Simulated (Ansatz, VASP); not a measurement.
# Two plane-wave programs on BaTe

The input INCAR:

```
PREC     = Accurate       # precision mode
ENCUT    = 520            # plane-wave cutoff, eV
EDIFF    = 1E-6           # SCF threshold, eV
ISMEAR   = -1             # smearing method
SIGMA    = 0.02           # smearing width, eV
LREAL    = False          # projectors in reciprocal space
LASPH    = True           # aspherical terms in the spheres
NELM     = 80             # most SCF steps
ALGO     = Normal         # electronic algorithm
ISIF     = 2              # what is computed and relaxed
LWAVE    = False          # write WAVECAR
LCHARG   = False          # write CHGCAR
GGA      = PE             # functional
NBANDS   = 15             # bands
```

KPOINTS

```
regular mesh
0
Gamma
  6 6 6
```

The input POSCAR:

```
BaTe
1.0
    4.2596750204      0.0000000000      0.0000000000
    0.0000000000      4.2448181569      0.0000000000
    0.0000000000      0.0000000000      4.2448181569
Ba Te
1 1
Direct
    0.0000000000      0.0000000000      0.0000000000
    0.5000000000      0.5000000000      0.5000000000
```

Input for Ansatz:

```yaml
crystal:
  lattice:
    - [4.2596750204, 0.0, 0.0]
    - [0.0, 4.2448181569, 0.0]
    - [0.0, 0.0, 4.2448181569]
  atoms:
    - { symbol: Ba, position: [0.0, 0.0, 0.0] }
    - { symbol: Te, position: [0.5, 0.5, 0.5] }
kpoints:
  mp_grid: { grid: [6, 6, 6] }
  band_path:
    path:
      - [0.0, 0.0, 0.0]
      - [0.0, 0.5, 0.0]
      - [0.5, 0.5, 0.0]
      - [0.5, 0.5, 0.5]
      - [0.5, 0.0, 0.5]
    npoints: 1
hamiltonian:
  xc: pbe
scf:
  occupations: { method: fermi_dirac, width: 0.02 }
  n_extra_bands: 4
output:
  forces: true
  stress: true
  eigenvalues: true
```

Change from the starting cell: uniaxial_x strain +0.3%.

Alike in both runs: task single point; functional PBE; k mesh 6 × 6 × 6; occupations fermi-dirac, width 0.02 eV; no spin polarisation.

|  | VASP | Ansatz |
| --- | --- | --- |
| version | VASP 6.6.1 | Ansatz 0.2.0 |
| potentials or method | VASP PAW PBE potentials, release 64 (Ba_sv, Te) | plane waves, PAW |
| plane-wave cutoff (eV) | 520 | 420 |
| valence electrons in the cell | 16 | 26 |

|  | VASP | Ansatz | Ansatz less VASP |
| --- | --- | --- | --- |
| gap on the k mesh at the Fermi level (eV) | 0.75 | 0.85 | +0.101 |
| pressure (GPa) | 0.3 | -0.1 | -0.45 |
| largest component of the traceless stress (GPa) | 0.17 | 0.17 | -0.001 |

The two sets of potentials don't hold the same shells in valence.

Caveats: spin-orbit coupling is left out, which moves the levels of the heavy elements. A k mesh can miss the band edges.
